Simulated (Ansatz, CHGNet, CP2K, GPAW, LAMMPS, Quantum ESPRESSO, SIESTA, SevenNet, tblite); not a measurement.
## Codes compared on amorphous Hg33S25Se8 (66 atoms)

Aim: run amorphous Hg33S25Se8 (66 atoms) in several programs and set results and cost side by side. A plane-wave run serves as the reference.

Main program and level: Quantum ESPRESSO 7.5; Kohn-Sham DFT, PBE, SSSP efficiency 1.3.0 pseudopotentials, plane waves.

**1. Set-up**

The cell holds 66 atoms: 33 Hg, 25 S and 8 Se. Its edges and angles: a = 12.034 Å, b = 12.034 Å, c = 12.034 Å, α = 90.0°, β = 90.0°, γ = 90.0°. 66 atoms (33 Hg, 25 S, 8 Se) placed at random at 7.67 g/cm³, melted at 2500 K for 10 ps at fixed volume with the Stillinger-Weber II-VI potential (Zhou et al., Phys. Rev. B 88, 085309 (2013)). Quenched from 2500 K to 500 K at 10 K/ps and fixed volume, held 5 ps, then minimised at fixed cell.

**2. Reference: Quantum ESPRESSO, plane waves**

File pw.in:

```
&control
  calculation = 'scf'
  pseudo_dir = './pseudo'
  outdir = './tmp'
  disk_io = 'none'
  tprnfor = .true.
  tstress = .true.
/
&system
  ibrav = 0
  nat = 66
  ntyp = 3
  ecutwfc = 45
  ecutrho = 360
  nosym = .true.
  occupations = 'smearing'
  smearing = 'fd'
  degauss = 0.003675
/
&electrons
  conv_thr = 3.3e-07
  electron_maxstep = 100
  mixing_beta = 0.4
  mixing_mode = 'plain'
  diagonalization = 'david'
/
ATOMIC_SPECIES
Hg 200.592 Hg.upf
S 32.060 S.upf
Se 78.971 Se.upf
CELL_PARAMETERS angstrom
12.03400 0.00000 0.00000
0.00000 12.03400 0.00000
0.00000 0.00000 12.03400
ATOMIC_POSITIONS crystal
Hg 0.16766 0.63182 0.83001
Hg 0.95255 0.48940 0.20150
Hg 0.74042 0.77062 0.41261
Hg 0.37268 0.05822 0.08975
Hg 0.61928 0.48695 0.32859
Hg 0.86539 0.58038 0.89196
Hg 0.83538 0.74936 0.14362
Hg 0.89833 0.23102 0.71001
Hg 0.32468 0.35106 0.22588
Hg 0.89170 0.02669 0.44128
Hg 0.63350 0.42679 0.67069
Hg 0.01708 0.86134 0.68787
[... 50 atom lines left out ...]
Se 0.15960 0.48574 0.64293
Se 0.61518 0.68477 0.22033
Se 0.77876 0.37844 0.83915
Se 0.69766 0.74951 0.94377
K_POINTS gamma
```

The run is started by

```console
OMP_NUM_THREADS=1 mpirun -np 4 pw.x -in pw.in > output.txt
```

What it wrote:

```text
Program PWSCF
     gamma-point specific algorithms are used
     one sub-group per band group will be used
     scalapack distributed-memory algorithm (size of sub-group:  2*  2 procs)
     Parallelization info
     sticks:   dense  smooth     PW     G-vecs:    dense   smooth      PW
     Min        3703    1853    463               339107   119940   14999
     Max        3706    1856    466               339110   119946   15002
     Sum       14817    7417   1861              1356433   479769   60005
     bravais-lattice index     =            0
     lattice parameter (alat)  =      22.7410  a.u.
     unit-cell volume          =   11760.5226 (a.u.)^3
     number of atoms/cell      =           66
     number of atomic types    =            3
     number of electrons       =       858.00
[... lines left out ...]
     scf convergence threshold =      3.3E-07
[... lines left out ...]
     number of k points=     1  Fermi-Dirac smearing, width (Ry)=  0.0037
[... lines left out ...]
     total energy              =  -11183.11245244 Ry
[... lines left out ...]
     total energy              =  -11181.79642919 Ry
[... lines left out ...]
     total energy              =  -11184.72382794 Ry
[... lines left out ...]
     total energy              =  -11185.22916198 Ry
[... lines left out ...]
     total energy              =  -11185.22916222 Ry
[... lines left out ...]
  -106.3347 -55.2841 -55.2691 -55.2652 -55.1957 -55.1955 -55.1857 -55.1834
   -55.1802 -55.1762 -55.1750 -55.1742 -55.1682 -55.1621 -55.1578 -55.1447
   -55.1442 -55.1369 -55.1352 -55.1260 -55.1249 -55.1180 -55.1173 -55.1148
[...]
13.5692  13.6041  13.6271  13.7048  13.7229  13.8079  13.8820  13.8999
    13.9411  14.0175  14.0559  14.1290  14.1648  14.2353  14.2766  14.2862
    14.3753  14.4192  14.4831
     the Fermi energy is     8.0279 ev
!    total energy              =  -11185.22916216 Ry
     estimated scf accuracy    <       0.00000015 Ry
     smearing contrib. (-TS)   =      -0.01431007 Ry
     internal energy E=F+TS    =  -11185.21485209 Ry
     The total energy is F=E-TS. E is the sum of the following terms:
     one-electron contribution =   -7048.70398879 Ry
     hartree contribution      =    3605.11564561 Ry
     xc contribution           =   -1352.31579291 Ry
     ewald contribution        =   -6389.31071599 Ry
     convergence has been achieved in  22 iterations
     Forces acting on atoms (cartesian axes, Ry/au):
     atom    1 type  1   force =    -0.01071976    0.02008863   -0.01034169
     atom    2 type  1   force =    -0.00517380   -0.01284799    0.00518954
     atom    3 type  1   force =    -0.00261521    0.01641416    0.00612508
[...]
atom   65 type  3   force =    -0.01044084    0.00646009    0.01283940
     atom   66 type  3   force =    -0.01048596   -0.00617948   -0.02363844
     Total force =     0.206640     Total SCF correction =     0.002408
     Computing stress (Cartesian axis) and pressure
          total   stress  (Ry/bohr**3)                   (kbar)     P=      -10.74
  -0.00005758   0.00002462   0.00001352           -8.47        3.62        1.99
   0.00002462  -0.00009062   0.00001856            3.62      -13.33        2.73
   0.00001352   0.00001856  -0.00007082            1.99        2.73      -10.42
     Message from routine punch:
     Nothing written, as per user request (disk_io='none')
```

It took 6.6 min on 4 MPI ranks of Arm Neoverse V2, shared host; peak memory 4.5 GiB; 27 min of CPU time.

Banners, paths, timers and routine set-up lines are dropped from the logs unmarked, and long logs keep their key lines alone; longer cuts are marked.

Numbers from this run:

```
r.m.s. force component : 0.3776 eV/Å
longest force          : 1.337 eV/Å
pressure               : -1.074 GPa
```

**3. Structure statistics**

g(r), total and by pair (bins of 0.2 Å):

| r (Å) | total | Hg-Hg | Hg-S | Hg-Se | S-S | S-Se | Se-Se |
| --- | --- | --- | --- | --- | --- | --- | --- |
| 2.50 | 1.06 | 0.00 | 2.81 | 0.00 | 0.00 | 0.00 | 0.00 |
| 2.70 | 3.33 | 0.00 | 6.67 | 6.65 | 0.00 | 0.00 | 0.00 |
| 2.90 | 1.03 | 0.00 | 0.93 | 4.72 | 0.75 | 0.00 | 0.00 |
| 3.10 | 0.74 | 0.00 | 0.70 | 1.10 | 2.13 | 0.00 | 2.22 |
| 3.30 | 0.46 | 0.80 | 0.00 | 0.00 | 1.63 | 0.00 | 2.08 |
| 3.50 | 0.70 | 1.88 | 0.13 | 0.00 | 1.06 | 0.00 | 1.70 |
| 3.70 | 0.53 | 0.93 | 0.43 | 0.00 | 0.65 | 0.49 | 0.00 |
| 3.90 | 1.31 | 2.25 | 0.94 | 0.53 | 1.71 | 0.89 | 0.00 |
| 4.10 | 1.37 | 2.37 | 0.95 | 0.31 | 1.46 | 1.45 | 2.52 |
| 4.30 | 1.61 | 2.22 | 0.82 | 0.57 | 2.44 | 3.36 | 1.19 |
| 4.50 | 1.29 | 1.08 | 1.09 | 1.31 | 1.21 | 2.73 | 2.17 |
| 4.70 | 0.93 | 0.93 | 0.85 | 1.07 | 0.92 | 1.09 | 0.97 |
| 4.90 | 0.80 | 0.53 | 0.70 | 0.88 | 0.83 | 1.74 | 0.90 |
| 5.10 | 1.07 | 0.73 | 1.09 | 1.71 | 0.85 | 1.33 | 1.65 |
| 5.30 | 0.84 | 0.77 | 1.08 | 0.93 | 0.55 | 0.24 | 1.51 |
| 5.50 | 0.77 | 0.72 | 0.92 | 0.87 | 0.29 | 0.91 | 0.73 |
| 5.70 | 0.98 | 0.86 | 1.19 | 1.29 | 0.61 | 0.53 | 1.33 |
| 5.90 | 0.82 | 0.44 | 1.14 | 1.06 | 0.70 | 0.59 | 0.00 |

Bonds by pair of elements; cutoffs follow the first minimum of g(r), held within bounds set by covalent radii, and pairs that aren't listed don't count as bonded:

| pair A-B | cutoff (Å) | bonds | mean length (Å) | spread (Å) | shortest (Å) | B about A | A about B |
| --- | --- | --- | --- | --- | --- | --- | --- |
| Hg-S | 3.02 | 88 | 2.67 | 0.089 | 2.5 | 2.67 | 3.52 |
| Hg-Se | 3.35 | 38 | 2.84 | 0.122 | 2.65 | 1.15 | 4.75 |

How many atoms have how many bonded neighbours:

| element | mean | 1 | 2 | 3 | 4 | 5 | 6 |
| --- | --- | --- | --- | --- | --- | --- | --- |
| Hg | 3.82 | 0 | 0 | 7 | 25 | 1 | 0 |
| S | 3.52 | 1 | 1 | 9 | 12 | 2 | 0 |
| Se | 4.75 | 0 | 0 | 0 | 3 | 4 | 1 |

Rings of the network by King's shortest-path rule, up to 12 atoms, one path for each pair of neighbours; H, halogens, alkali and alkaline-earth atoms are left out, and the last column divides by all other atoms, bonded or not:

| ring size (atoms) | rings | per network atom |
| --- | --- | --- |
| 4 | 15 | 0.227 |
| 6 | 70 | 1.06 |
| 8 | 51 | 0.773 |
| 10 | 3 | 0.045 |

**4. What was run beside it**

The programs:
- CHGNet: machine-learned potential, published weights.
- CP2K 2026.2: Gaussian basis with GTH pseudopotentials and a plane-wave density; labels give functional, basis (MOLOPT sets; SR short-range, UZH the newer set with its own potentials), grid cutoff/relative cutoff and solver (OT: orbital transformation; TRS4, TC2, SIGN: linear-scaling purification with its sparsity filter), or its built-in tight binding.
- GPAW 26.7.0: PAW with atomic orbitals (LCAO), plane waves or a real-space grid of spacing h.
- SIESTA 5.4.2: numerical atomic orbitals, whose automatically made sets are far from complete, with PseudoDojo norm-conserving potentials that we converted to its format (checked against plane waves on the same files for H, C, O, Si, Ge and Ca alone); labels give functional, basis size, energy shift and mesh cutoff.
- SevenNet: machine-learned potential, published weights.
- tblite 0.8.0: extended tight binding, driven from Python.

All use the same cell and atoms; the electronic-structure runs use the same k-mesh, and an electronic temperature of 580 K (0.05 eV) where levels are smeared.

Differences are against the plane-wave reference, forces as r.m.s. over components; share is that over the reference's r.m.s. force, slope the least-squares factor from reference forces to these. Total energies of different programs have different zeros and aren't compared.

| run | Δ force, r.m.s. (meV/Å) | share (%) | slope | Δ pressure (GPa) | cores | CPU time | memory (GiB) |
| --- | --- | --- | --- | --- | --- | --- | --- |
| reference | - | - | - | - | 4 | 27 min | 4.5 |
| CHGNet r2SCAN potential | 226 | 59.9 | 0.611 | -0.595 | 1 | 2.9 s | 0.6 |
| CP2K PBE, DZVP-MOLOPT-SR, 300/50 Ry, diagonalisation (coarse) | 28.4 | 7.52 | 1.009 | 1.05 | 2 | 4.5 min | 1.7 |
| CP2K PBE, DZVP-MOLOPT-SR, 600/50 Ry, diagonalisation | 28.4 | 7.51 | 1.009 | 1.05 | 4 | 6.6 min | 6.2 |
| CP2K PBE, TZVP-MOLOPT (SR for Hg, Se), 600/50 Ry, diagonalisation | 25.5 | 6.76 | 0.987 | 1.08 | 2 | 7.8 min | 4.2 |
| CP2K RPBE, PBE potentials, DZVP-MOLOPT-SR, 600/50 Ry, diagonalisation | 36.4 | 9.64 | 1.037 | 2.80 | 4 | 7.1 min | 6.2 |
| GPAW PBE, LCAO dzp, h 0.2 Å | 56.1 | 14.8 | 0.972 | - | 1 | 3.8 min | 1.8 |
| GPAW PBE, LCAO dzp, h 0.28 Å (coarse) | 57.3 | 15.2 | 0.970 | - | 1 | 2.1 min | 0.84 |
| GPAW PBE, LCAO sz(dzp), h 0.2 Å (coarse) | 191 | 50.6 | 0.914 | - | 1 | 1.7 min | 1.5 |
| GPAW PBE, grid h 0.24 Å (coarse) | 32.8 | 8.69 | 1.019 | - | 4 | 24 min | 3.6 |
| GPAW RPBE, LCAO dzp, h 0.2 Å | 71.9 | 19.0 | 0.992 | - | 1 | 4 min | 1.8 |
| SIESTA PBE, DZP, shift 0.01 Ry, mesh 300 Ry | 172 | 45.6 | 1.268 | -4.69 | 2 | 2.2 min | 1.0 |
| SIESTA PBE, TZP, shift 0.01 Ry, mesh 300 Ry | 162 | 42.9 | 1.268 | -5.07 | 2 | 2.9 min | 1.1 |
| SIESTA revPBE, PBE potentials, DZP, shift 0.01 Ry, mesh 300 Ry | 178 | 47.0 | 1.292 | -3.07 | 2 | 2.2 min | 1.0 |
| SevenNet 0 potential | 141 | 37.3 | 0.947 | 0.851 | 1 | 5.8 s | 0.68 |
| SevenNet l3i5 potential | 126 | 33.3 | 0.933 | 0.663 | 1 | 6.7 s | 0.91 |
| tblite GFN1-xTB | 285 | 75.4 | 1.115 | -1.08 | 1 | 2.1 s | 0.13 |

Rows marked coarse were listed beforehand as settings not expected to be converged; some can still land near the reference.

Times of the machine-learned potentials are mostly Python's start and the loading of weights.

CPU time is summed over cores on a shared host, where runs went side by side, so it is rough. Symmetry, cutoffs, thresholds, outputs and thread counts weren't matched or tuned between programs; memory under MPI is the largest rank's times the ranks.

Runs without a result: CP2K GFN1-xTB, diagonalisation (not converged).

Mean charges by element (e), by run and scheme:

| run | scheme | Hg | S | Se |
| --- | --- | --- | --- | --- |
| CP2K PBE, DZVP-MOLOPT-SR, 600/50 Ry, diagonalisation | Mulliken | 0.00 | +0.02 | -0.05 |
| CP2K PBE, DZVP-MOLOPT-SR, 600/50 Ry, diagonalisation | Hirshfeld | +0.22 | -0.22 | -0.20 |
| CP2K PBE, TZVP-MOLOPT (SR for Hg, Se), 600/50 Ry, diagonalisation | Mulliken | +0.39 | -0.39 | -0.38 |
| CP2K PBE, TZVP-MOLOPT (SR for Hg, Se), 600/50 Ry, diagonalisation | Hirshfeld | +0.22 | -0.22 | -0.19 |
| CP2K RPBE, PBE potentials, DZVP-MOLOPT-SR, 600/50 Ry, diagonalisation | Mulliken | +0.04 | -0.02 | -0.10 |
| CP2K RPBE, PBE potentials, DZVP-MOLOPT-SR, 600/50 Ry, diagonalisation | Hirshfeld | +0.23 | -0.23 | -0.21 |
| SIESTA PBE, DZP, shift 0.01 Ry, mesh 300 Ry | Hirshfeld | +0.65 | -0.63 | -0.69 |
| SIESTA PBE, TZP, shift 0.01 Ry, mesh 300 Ry | Hirshfeld | +0.64 | -0.62 | -0.68 |
| SIESTA revPBE, PBE potentials, DZP, shift 0.01 Ry, mesh 300 Ry | Hirshfeld | +0.65 | -0.64 | -0.70 |
| tblite GFN1-xTB | Mulliken | +0.26 | -0.30 | -0.14 |

Within one program, basis, potentials and functional, energies share a zero. Each run against its twin at the usual cutoff or grid and solver:

| run | twin | Δ energy (meV/atom) | Δ force, r.m.s. (meV/Å) | CPU time over the twin's |
| --- | --- | --- | --- | --- |
| CP2K PBE, DZVP-MOLOPT-SR, 300/50 Ry, diagonalisation | DZVP-MOLOPT-SR, 600/50 Ry, diagonalisation | 0.0149 | 0.882 | 0.69 (this twin ran on 4 cores) |
| GPAW PBE, LCAO dzp, h 0.28 Å | LCAO dzp, h 0.2 Å | 158 | 31.7 | 0.55 |

**5. Results**

* reference r.m.s. force component: 0.378 eV/Å
* nearest in forces: CP2K PBE, TZVP-MOLOPT (SR for Hg, Se), 600/50 Ry, diagonalisation, 6.8 %
* farthest in forces: tblite GFN1-xTB, 75 %
* cheapest electronic-structure run beside the reference: tblite GFN1-xTB, 2.1 s of CPU time

**Reading.** The PBE runs in local orbitals, coarse settings apart, differ by 6.8 % (CP2K PBE, TZVP-MOLOPT (SR for Hg, Se), 600/50 Ry, diagonalisation) to 46 % (SIESTA PBE, DZP, shift 0.01 Ry, mesh 300 Ry); basis, grid and potentials can all enter. Tight binding differs by 75 % (tblite GFN1-xTB); it is another model, with fitted parameters of its own, and the xTB methods hold dispersion. Machine-learned potentials differ by 33 % (SevenNet l3i5 potential) to 60 % (CHGNet r2SCAN potential); they were trained on other programs' data, some at another functional. Rows with another functional or a dispersion term differ by 9.6 % (CP2K RPBE, PBE potentials, DZVP-MOLOPT-SR, 600/50 Ry, diagonalisation) to 47 % (SIESTA revPBE, PBE potentials, DZP, shift 0.01 Ry, mesh 300 Ry), which mixes the change of model with differences of basis and potentials, some of them made for another functional. Runs with settings chosen to be coarse differ by 7.5 % (CP2K PBE, DZVP-MOLOPT-SR, 300/50 Ry, diagonalisation) to 51 % (GPAW PBE, LCAO sz(dzp), h 0.2 Å), their programs' other errors included. Of the electronic-structure runs that take under half the reference's CPU time, CP2K PBE, TZVP-MOLOPT (SR for Hg, Se), 600/50 Ry, diagonalisation comes nearest, at 6.8 % in 7.8 min against 27 min. SIESTA PBE, TZP, shift 0.01 Ry, mesh 300 Ry stiffens the forces by a factor of 1.27 while following their directions (correlation 0.967); the slopes of the 3 SIESTA runs lie between 1.27 and 1.29. In pressure, SIESTA PBE, TZP, shift 0.01 Ry, mesh 300 Ry misses by -5.1 GPa, at the same functional. Charges hang on model, scheme and program or settings: among these rows the mean for S runs from -0.64 to +0.02 e. In the reference: levels near the Fermi energy are neither full nor empty under the smearing, so no gap is quoted. In the reference: for some of the pairs, g(r) has its first main peak near 2.6 Å (Hg-S), 2.8 Å (Hg-Se), 3.0 Å (S-S) and 4.4 Å (S-Se). Periodic xTB results under one method name differ between programs and library versions. The potentials hold different valence shells: 858 electrons in the reference, 792 in GPAW, 594 in CP2K with TZVP-MOLOPT and 938 in SIESTA; this bears on time and differences. The reference's pressure holds the uncorrected Pulay stress of its 45 Ry basis, so small pressure differences, and their order, may be the reference's own error. Machine-learned potentials mimic data converged in k, so the reference's own k-point error enters their differences. The quench rate of 10 K/ps is many orders above laboratory rates, so the cell is likely richer in defects and strain than a real sample. The network of bonds at the start is that of the classical potential that made the cell, and needn't be the one that DFT or experiment would give. The electronic-structure runs sample only Γ, in a cell whose shortest periodic width is 12 Å, which is coarse for a cell with partly filled levels. Spin–orbit coupling is left out, which matters for the levels of the heavy elements.

[Also dropped from logs without a mark: logging warnings of Python, and SIESTA's first energy breakdown and zero terms.]

[Logs are printed without paths, hosts, clocks, repeated set-up lines and the standing remarks that a program may print on its own settings, such as how far it seeks lower states.]

[Hosts, paths, dates, database ids (printed as entryN), source tags and the programs' standing remarks are cut or masked in the printed files.]
